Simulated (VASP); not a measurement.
# GaAs (F-43m) in VASP: a series of runs, part 3 of 3

VASP 6.6.1.

## (5) Single point, HSE06

POSCAR

```
GaAs
1.0
    0.0000000000      2.8268500000      2.8268500000
    2.8268500000      0.0000000000      2.8268500000
    2.8268500000      2.8268500000      0.0000000000
As Ga
1 1
Direct
    0.7500000000      0.7500000000      0.7500000000
    0.0000000000      0.0000000000      0.0000000000
```

INCAR.step1

```
ALGO = Normal
EDIFF = 1E-5
ENCUT = 250
GGA = PE
ISIF = 2
ISMEAR = 0
LASPH = T
LCHARG = F
LREAL = F
LWAVE = T
NBANDS = 17
NELM = 100
NKRED = 1
PREC = Accurate
SIGMA = 0.01
```

INCAR.step2

```
ALGO = Normal
EDIFF = 1E-6
ENCUT = 250
GGA = PE
HFSCREEN = 0.2
ISIF = 2
ISMEAR = 0
ISTART = 1
LASPH = T
LCHARG = F
LHFCALC = T
LREAL = F
LWAVE = F
NBANDS = 17
NELM = 100
NKRED = 1
PREC = Accurate
PRECFOCK = Fast
SIGMA = 0.01
```

KPOINTS

```
k-points
0
Gamma
  5 5 5
```

Potentials or basis: VASP PAW PBE potentials, release 64 (As, Ga_d).

Run with:

```bash
$ cat potpaw_PBE.64/As/POTCAR potpaw_PBE.64/Ga_d/POTCAR > POTCAR
$ cp INCAR.step1 INCAR
$ mpirun -np 1 vasp_std > vasp.out
$ cp INCAR.step2 INCAR
$ mpirun -np 1 vasp_std > vasp.out
```

OUTCAR:

```text
EDIFF = 1E-6
   ENCUT = 250
   GGA = PE
   HFSCREEN = 0.2
   ISIF = 2
   ISMEAR = 0
   ISTART = 1
   LASPH = T
   LHFCALC = T
   LREAL = F
   NELM = 100
   NKRED = 1
   PREC = Accurate
   PRECFOCK = Fast

 Found     10 irreducible k-points:

 Following reciprocal coordinates:
            Coordinates               Weight
  0.000000  0.000000  0.000000      1.000000
  0.200000  0.000000  0.000000      8.000000
  0.400000  0.000000  0.000000      8.000000
  0.200000  0.200000  0.000000      6.000000
  0.400000  0.200000  0.000000     24.000000
 -0.400000  0.200000  0.000000     24.000000
   k-points           NKPTS =     10   k-points in BZ     NKDIM =    125   number of bands    NBANDS=     17
   number of dos      NEDOS =    301   number of ions     NIONS =      2
   total plane-waves  NPLWV =  13824
   dimension x,y,z NGX =    24 NGY =   24 NGZ =   24
   dimension x,y,z NGXF=    48 NGYF=   48 NGZF=   48
   ions per type =               1   1
   NGX,Y,Z   is equivalent  to a cutoff of   9.98,  9.98,  9.98 a.u.
   NGXF,Y,Z  is equivalent  to a cutoff of  19.96, 19.96, 19.96 a.u.
 SYSTEM =  unknown system
   PREC   = accura    normal or accurate (medium, high low for compatibility)
   ISTART =      1    job   : 0-new  1-cont  2-samecut
   ICHARG =      0    charge: 1-file 2-atom 10-const
   ISPIN  =      1    spin polarized calculation?
   LNONCOLLINEAR =      F non collinear calculations
   LSORBIT =      F    spin-orbit coupling
   LASPH  =      T    aspherical Exc in radial PAW
   ENCUT  =  250.0 eV  18.37 Ry    4.29 a.u.   5.15  5.15  5.15*2*pi/ulx,y,z
   NELM   =    100;   NELMIN=  2; NELMDL=  0     # of ELM steps
   EDIFF  = 0.1E-05   stopping-criterion for ELM
   LREAL  =      F    real-space projection
   EDIFFG = 0.1E-04   stopping-criterion for IOM
   NSW    =      0    number of steps for IOM
   IBRION =     -1    ionic relax: 0-MD 1-quasi-New 2-CG
   NFREE  =      0    steps in history (QN), initial steepest desc. (CG)
   ISIF   =      2    stress and relaxation
   ISYM   =      3    0-nonsym 1-usesym 2-fastsym
   POTIM  = 0.5000    time-step for ionic-motion
   TEBEG  =    0.0;   TEEND  =   0.0 temperature during run
   PSTRESS=    0.0 pullay stress
   NELECT =      18.0000    total number of electrons
   NUPDOWN=      -1.0000    fix difference up-down
   EMIN   =  10.00;   EMAX   =-10.00  energy-range for DOS
   EFERMI =   0.00;   METHOD = LEGACY
   ISMEAR =     0;   SIGMA  =   0.01  broadening in eV -4-tet -1-fermi 0-gaus
   EFERMI_NEDOS =   21; number of points for ismear=-14 and -15
   IALGO  =     38    algorithm
   IMIX   =      1    mixing-type and parameters
     AMIX     =   0.40;   BMIX     =  1.00
     AMIX_MAG =   1.60;   BMIX_MAG =  1.00
  volume/ion in A,a.u.               =      22.59       152.44
  Fermi-wavevector in a.u.,A,eV,Ry     =   1.204628  2.276417 19.743799  1.451128
  Thomas-Fermi vector in A             =   2.340347
   LORBIT       =      0    0 simple, 1 ext, 2 COOP (PROOUT), +10 PAW based schemes
   GGA     = PE    functional components
   LHFCALC =     T    Hartree Fock is set to
   PRECFOCK=fast      Normal, Fast or Accurate (Low or Medium for compatibility)
   ENCUT4O =  -1.0   cutoff for four orbital integrals eV
   NKREDX  =     1    reduce k-point grid by
   NKREDY  =     1    reduce k-point grid by
   NKREDZ  =     1    reduce k-point grid by
   AEXX    =    0.2500 exact exchange contribution
   HFSCREEN=    0.2000 screening length (either q_TF or 0.3 A-1)
   HFSCREENC=   0.2000 screening length for correlation (either q_TF or 0.3 A-1)
   ENCUTFOCK=  -1.0 apply spherical cutoff to Coloumb kernel
   IVDW    =     0    specifies the selected vdW correction
   LEPSILON=     F    determine dielectric tensor
   LRPA    =     F    only Hartree local field effects (RPA)
 non-spin polarized calculation
 Gauss-broadening in eV      SIGMA  =   0.01
  energy-cutoff  :      250.00
  volume of cell :       45.18
 maximum number of plane-waves:       411
 NGX is ok and might be reduce to    24
  NGX = 12; NGY = 12; NGZ = 12

 number of electron      18.0000029 magnetization

 Free energy of the ion-electron system (eV)
  ---------------------------------------------------
  ext. energy  EPLUGINS =         0.00000000
  ---------------------------------------------------
  free energy    TOTEN  =        -9.81494600 eV

  energy without entropy =       -9.81494600  energy(sigma->0) =       -9.81494600

 E-fermi :   3.6145     XC(G=0):  -7.9480

 val. band max:        3.4992768757   @ k =   0.0000   0.0000   0.0000
 cond. band min:       4.9473064312   @ k =   0.0000   0.0000   0.0000
 fundamental gap:      1.4480295554
 Fermi energy:         3.6144889964

 k-point     1 :       0.0000    0.0000    0.0000
  band No.  band energies     occupation
      1     -13.9435      2.00000
      2     -13.9431      2.00000
      3     -13.9431      2.00000
      4     -13.8666      2.00000
      5     -13.8666      2.00000
      6     -10.4604      2.00000
[... 9 lines left out ...]
     16      14.6162      0.00000
     17      16.0915      0.00000

 k-point     2 :       0.2000    0.0000    0.0000
  band No.  band energies     occupation
      1     -13.9606      2.00000
      2     -13.9359      2.00000
      3     -13.9355      2.00000
      4     -13.8621      2.00000
      5     -13.8620      2.00000
      6      -9.9711      2.00000
[... 9 lines left out ...]
     16      13.5949      0.00000
     17      15.6620      0.00000

 k-point     3 :       0.4000    0.0000    0.0000
  band No.  band energies     occupation
      1     -13.9912      2.00000
      2     -13.9257      2.00000
      3     -13.9253      2.00000
      4     -13.8639      2.00000
      5     -13.8638      2.00000
      6      -8.8323      2.00000
[... 9 lines left out ...]
     16      15.1330      0.00000
     17      18.4613      0.00000

 k-point     4 :       0.2000    0.2000    0.0000
  band No.  band energies     occupation
      1     -13.9743      2.00000
      2     -13.9280      2.00000
      3     -13.9277      2.00000
      4     -13.8685      2.00000
      5     -13.8624      2.00000
      6      -9.8048      2.00000
[... 9 lines left out ...]
     16      15.2976      0.00000
     17      17.5036      0.00000

 k-point     5 :       0.4000    0.2000    0.0000
  band No.  band energies     occupation
      1     -13.9946      2.00000
      2     -13.9206      2.00000
      3     -13.9176      2.00000
      4     -13.8725      2.00000
      5     -13.8571      2.00000
      6      -8.8305      2.00000
[... 9 lines left out ...]
     16      16.4371      0.00000
     17      18.2388      0.00000

 k-point     6 :      -0.4000    0.2000    0.0000
  band No.  band energies     occupation
      1     -13.9997      2.00000
      2     -13.9207      2.00000
      3     -13.9168      2.00000
      4     -13.8673      2.00000
      5     -13.8625      2.00000
      6      -8.2515      2.00000
[... 9 lines left out ...]
     16      16.1665      0.00000
     17      19.1695      0.00000

 [... further k-points ...]
[... 5 lines left out ...]
  --------------------------------------------------------------------------------------
  -------------------------------------------------------------------------------------
  Total       -0.6711351     -0.6711351     -0.6711351      0.0000000      0.0000000      0.0000000
  in kB      -23.8002912    -23.8002912    -23.8002912      0.0000000      0.0000000      0.0000000
  external PRESSURE =     -23.8002912 kB  Pullay stress =       0.0000000 kB

 VOLUME and BASIS-vectors are now :
 -----------------------------------------------------------------------------
  energy-cutoff  :      250.00
  volume of cell :       45.18
      direct lattice vectors                 reciprocal lattice vectors
     0.000000000  2.826850000  2.826850000    -0.176875321  0.176875321  0.176875321
     2.826850000  0.000000000  2.826850000     0.176875321 -0.176875321  0.176875321
     2.826850000  2.826850000  0.000000000     0.176875321  0.176875321 -0.176875321

 POSITION                                       TOTAL-FORCE (eV/Angst)
 -----------------------------------------------------------------------------------
      4.24027      4.24027      4.24027        -0.000000     -0.000000     -0.000000
      0.00000      0.00000      0.00000         0.000000      0.000000      0.000000
 -----------------------------------------------------------------------------------
    total drift:                               -0.000067     -0.000043     -0.000035

  FREE ENERGIE OF THE ION-ELECTRON SYSTEM (eV)
  ---------------------------------------------------
  free  energy   TOTEN  =        -9.8149459963 eV

  energy  without entropy=       -9.8149459963  energy(sigma->0) =       -9.81494600
```

OUTCAR.step1:

```text
EDIFF = 1E-5
   ENCUT = 250
   GGA = PE
   ISIF = 2
   ISMEAR = 0
[... 233 lines left out ...]
 -----------------------------------------------------------------------------------
      4.24027      4.24027      4.24027        -0.000000     -0.000000     -0.000000
      0.00000      0.00000      0.00000         0.000000      0.000000      0.000000
 -----------------------------------------------------------------------------------
    total drift:                               -0.000007     -0.000007     -0.000006

  FREE ENERGIE OF THE ION-ELECTRON SYSTEM (eV)
  ---------------------------------------------------
  free  energy   TOTEN  =        -8.1696974558 eV

  energy  without entropy=       -8.1696974558  energy(sigma->0) =       -8.16969746
```

OSZICAR.step1:

```text
N       E                     dE             d eps       ncg     rms          rms(c)
DAV:   1     0.620614350527E+02    0.62061E+02   -0.61854E+03   340   0.944E+02
DAV:   2    -0.409028325440E+01   -0.66152E+02   -0.63515E+02   380   0.204E+02
DAV:   3    -0.829740537926E+01   -0.42071E+01   -0.41916E+01   405   0.477E+01
DAV:   4    -0.834378119865E+01   -0.46376E-01   -0.46362E-01   419   0.524E+00
DAV:   5    -0.834438447260E+01   -0.60327E-03   -0.60318E-03   449   0.539E-01    0.295E+00
DAV:   6    -0.818852144450E+01    0.15586E+00   -0.22235E-01   513   0.766E+00    0.178E+00
DAV:   7    -0.816812419497E+01    0.20397E-01   -0.63387E-02   385   0.178E+00    0.587E-01
DAV:   8    -0.816911665118E+01   -0.99246E-03   -0.11877E-02   374   0.109E+00    0.108E-01
DAV:   9    -0.816955835037E+01   -0.44170E-03   -0.94474E-04   376   0.327E-01    0.517E-02
DAV:  10    -0.816964252051E+01   -0.84170E-04   -0.78046E-05   406   0.818E-02    0.285E-02
DAV:  11    -0.816969722551E+01   -0.54705E-04   -0.72962E-05   367   0.633E-02    0.304E-03
DAV:  12    -0.816969745575E+01   -0.23024E-06   -0.13128E-06   255   0.149E-02
   1 F= -.81696975E+01 E0= -.81696975E+01  d E =-.114835E-50
```

It took 1.8 min on 1 thread of Intel Xeon 6975P-C (Granite Rapids), shared host; peak memory 0.24 GiB.

The run converged, but a check on its numbers failed (symmetry, net force, bounds or a known fault of this set-up), so they aren't taken as properties of the crystal.

Caveat: the cutoff lies under the usual one of these potentials, so the numbers hold a large basis-set error; the PAW data sets were made with another functional, which shifts forces and pressure a little; an odd mesh through Γ misses points on the zone boundary, where band edges often lie.

## (6) The reference run

An earlier run on the cell as given: functional PBEsol; potentials or basis VASP PAW PBE potentials, release 64 (As, Ga_d); cutoff 520 eV; k mesh 8 × 8 × 8; occupations fermi-dirac, width 0.05 eV; no spin polarisation.

* Pressure: 0.3 GPa
* Band gap on the k mesh: 0.46 eV, direct

## (7) Overview

| task | level | potentials or basis | cell | cutoff (eV) | ladder | gap on the mesh (eV) | pressure (GPa) | relaxed volume (Å³/atom) |
| --- | --- | --- | --- | --- | --- | --- | --- | --- |
| relaxation of cell and atoms | PBE | VASP PAW PBE potentials, release 64 (As_GW, Ga_d_GW) | relaxed | 680 | - | 0.15 | 0.0 | 23.72 |
| relaxation of cell and atoms | PBE | VASP PAW PBE potentials, release 64 (As_GW, Ga_d_GW) | relaxed | 630 | - | 0.17 | 0.0 | 23.65 |
| single point | PBEsol | VASP PAW PBE potentials, release 64 (As, Ga_d) | as given | 520 | free | 0.46 | 0.3 | - |

Alike in all rows: no spin polarisation; k mesh 8 × 8 × 8; smearing fermi-dirac 0.05 eV.

Caveats: the PAW data sets were made with another functional, which shifts forces and pressure a little (some runs).

Total energies depend on the potentials used, so only differences within one code and one set of settings carry meaning.
